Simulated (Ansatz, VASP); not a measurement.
## One calculation of Ni, two programs

POSCAR

```
Ni
1.0
    0.0000000000      1.7716516424      1.7716516424
    1.7716516424      0.0000000000      1.7716516424
    1.7716516424      1.7716516424      0.0000000000
Ni
1
Direct
    0.0000000000      0.0000000000      0.0000000000
```

File INCAR.step1:

```
SYSTEM = Ni
PREC = Accurate
ENCUT = 520
ISMEAR = -1
SIGMA = 0.05
LREAL = .False.
LASPH = .True.
NELM = 150
ISPIN = 2
MAGMOM = 1
LMAXMIX = 4
NBANDS = 15
GGA = PE
ALGO = Normal
EDIFF = 1E-4
LWAVE = .True.
LCHARG = .False.
```

The input INCAR.step2:

```
SYSTEM = Ni
PREC = Accurate
ENCUT = 520
EDIFF = 1E-6
ISMEAR = -1
SIGMA = 0.05
LREAL = .False.
LASPH = .True.
NELM = 150
ALGO = Normal
ISIF = 2
LWAVE = .False.
LCHARG = .True.
ISPIN = 2
MAGMOM = 1
LORBIT = 11
LMAXMIX = 4
METAGGA = R2SCAN
LMIXTAU = .True.
LELF = .True.
LVHAR = .True.
NBANDS = 15
ISTART = 1
```

The input KPOINTS:

```
Automatic mesh
0
Gamma
  13 13 13
  0 0 0
```

Contents of input.yaml:

```yaml
crystal:
  lattice:
    - [0.0, 1.7716516424, 1.7716516424]
    - [1.7716516424, 0.0, 1.7716516424]
    - [1.7716516424, 1.7716516424, 0.0]
  atoms:
    - { symbol: Ni, position: [0.0, 0.0, 0.0], spin: 1.0 }
hamiltonian:
  xc: r2scan
  pseudopotentials: { kind: paw }
magnetization:
  spin_polarized: true
kpoints:
  mp_grid: { grid: [13, 13, 13] }
scf:
  occupations: { method: fermi_dirac, width: 0.05 }
output:
  forces: true
  stress: true
  eigenvalues: true
  write_density: true
  write_potential: true
  elf: true
  volumetric_format: npy
```

Alike in both runs: task single point; functional r2SCAN; k mesh 13 × 13 × 13; occupations fermi-dirac, width 0.05 eV; collinear spin.

|  | VASP | Ansatz |
| --- | --- | --- |
| version | VASP 6.6.1 | Ansatz 0.2.0 |
| potentials or method | VASP PAW PBE potentials, release 64 (Ni) | Ansatz PAW |
| plane-wave cutoff (eV) | 520 | 500 |
| valence electrons in the cell | 10 | 18 |

|  | VASP | Ansatz | Ansatz less VASP |
| --- | --- | --- | --- |
| gap on the k mesh at the Fermi level (eV) | none | none | - |
| pressure (GPa) | -10.3 | -10.5 | -0.20 |
| net moment per atom (μB) | 0.73 | 0.78 | +0.042 |
| size of the moment on the site where the two differ most (μB) | 0.76 | 0.84 | +0.086 |

Site moments also hang on the region over which each program counts them. A gap of «none» marks a metal or a gap that the smearing closes. The two sets of potentials don't hold the same shells in valence.

Caveats: the PAW data sets were made with another functional, which shifts forces and pressure a little (VASP); the magnetic or orbital state may not be the lowest (Ansatz); the PAW data sets come from PBE, with cores solved anew for the run's functional, which leaves a small shift of forces and pressure (Ansatz).
